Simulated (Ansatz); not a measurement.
# In2O3: the cell at several levels of theory

An exercise on one series of results from a longer session: the logs are not shown, and one member is left open.

Code: Ansatz 0.2.0. PAW datasets, plane waves, zero pressure. The cell comes from a prototype generator: it can be a known phase or a hypothetical one. Spin polarisation is off.

**The structure to begin with**

This is the cell as the run starts from it, not yet at rest; its lengths are not the crystal's.

The symmetry is P-3m1 (No. 164, trigonal); a = 3.512 Å, c = 5.478 Å in the conventional setting, 11.70 Å³ an atom. Around In lie 7 O at 2.12–2.43 Å; around O lie 6 In at 2.43 Å; around O lie 4 In at 2.12–2.19 Å.

Coordinates:

```
CELL_PARAMETERS angstrom
3.51176 0.00000 0.00000
-1.75588 3.04127 0.00000
0.00000 0.00000 5.47835
ATOMIC_POSITIONS crystal
In 0.33333 0.66667 0.24500
In 0.66667 0.33333 0.75500
O 0.00000 0.00000 0.00000
O 0.33333 0.66667 0.64500
O 0.66667 0.33333 0.35500
```

Set-up of the first run:

Contents of input.yaml:

```yaml
crystal:
  lattice:
    - [3.5117614, 0.0, 0.0]
    - [-1.7558807, 3.0412745844, 0.0]
    - [0.0, 0.0, 5.478347784]
  atoms:
    - { symbol: In, position: [0.3333333333, 0.6666666667, 0.245] }
    - { symbol: In, position: [0.6666666667, 0.3333333333, 0.755] }
    - { symbol: O, position: [0.0, 0.0, 0.0] }
    - { symbol: O, position: [0.3333333333, 0.6666666667, 0.645] }
    - { symbol: O, position: [0.6666666667, 0.3333333333, 0.355] }
kpoints:
  mp_grid: { grid: [12, 12, 4] }
hamiltonian:
  xc: pbe
scf:
  occupations: { method: fermi_dirac, width: 0.02 }
relax:
  f_tol: 0.005
  cell: {}
output:
  write_density: true
  write_potential: true
  elf: true
  volumetric_format: npy
```

Command:

```console
> ansatz run input.yaml --threads 2 --pin off --max-ram 20275MiB --backend cpu --events-out ev --progress --plain --runs-dir out
```

Steps of the session up to this table: PBE: cell and atoms; Relaxation with r2SCAN; Relaxation with PBEsol; Relaxing with LDA.

One of the session's tables, all rows but one given; the rest of the session is left out.

```
 level  a (Å)  c (Å)  volume (Å³/atom)
   PBE  3.434  6.364            13.001
r2SCAN  3.420  6.096            12.349
PBEsol      ?      ?                 ?
   LDA  3.398  5.963            11.924
```

**Question.** Estimate the row for PBEsol.

**Answer.** a (Å): 3.419; c (Å): 6.097; volume (Å³/atom): 12.341. In the column «a (Å)» it lies between LDA (3.398) and r2SCAN (3.420).

In words: From the start to the first minimum the volume moved by +11.1 %. The volume runs from LDA (least) to PBE (most), a spread of 9.0 %, or 2.9 % in length if all axes shared it alike.
